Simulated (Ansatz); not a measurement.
The system is Ge.

```
CELL_PARAMETERS angstrom
0.00000 2.82891 2.82891
2.82891 0.00000 2.82891
2.82891 2.82891 0.00000
ATOMIC_POSITIONS crystal
Ge 0.75000 0.75000 0.75000
Ge 0.50000 0.50000 0.50000
```

Base run:

- Program: Ansatz 0.2.0
- Functional: LDA
- Potentials or basis: all-electron LAPW, scalar-relativistic
- Cutoff: 317 eV (chosen from the basis error)
- Basis error allowed: 0.001 eV/atom
- k mesh: 8 × 8 × 8
- Occupations: fermi-dirac, width 0.05 eV
- Spin: no spin polarisation

Its results: pressure -1.3 GPa.

Q: The run is repeated on the same cell with these changes: functional from LDA to PBEsol. What comes out?

A: Pressure 0.6 GPa.

PBEsol binds less tightly than LDA, so the same cell stands under more pressure.
